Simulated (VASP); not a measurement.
**Ca in VASP: convergence with vacuum**

The system is Ca, a slab with vacuum.

```xyz
4
Lattice="3.8461 0.0000 0.0000 1.5490 3.5203 0.0000 0.0000 0.0000 13.5497" Properties=species:S:1:pos:R:3 pbc="T T T"
Ca    0.7308    0.4769    2.0000
Ca    3.0164    1.9682    5.1832
Ca    5.3020    3.4596    8.3665
Ca    2.1924    1.4306   11.5497
```

```yaml
Program: VASP 6.6.1
Task: single point
Functional: PBE
Potentials_or_basis: VASP PAW PBE potentials, release 64 (Ca_sv)
Cutoff: 520 eV
k_mesh: 8 × 8 × 1
Occupations: gaussian, width 0.02 eV
Spin: no spin polarisation
```

These are the settings of the first run; the series varies vacuum, with any setting tied to it.

Hardware: 1 thread of Intel(R) Xeon(R) 6975P-C (Granite Rapids) (shared host).

**Question.** The values tried are 4, 6, 8, 10, 12, 15, 20, loosest first. From which on does the largest force stay within 0.005 eV/Å of the tightest run that finished?

**Answer.** From 10 on.

```csv
vacuum,"energy less the tightest run, at zero smearing (meV/atom)",largest force (eV/Å),SCF cycles,CPU time (s),peak memory (GiB)
4,-122.62,0.294,42,180,0.34
6,-16.90,0.054,27,150,0.35
8,-1.48,0.082,31,190,0.4
10,-0.52,0.089,36,240,0.4
12,-0.13,0.089,34,260,0.42
15,-0.03,0.088,39,370,0.49
20,0.00,0.090,34,430,0.54
```

Against the tightest run, the energy stays within 1 meV/atom from 10 on. The tightest run that finished is the yardstick and may itself not be fully converged.
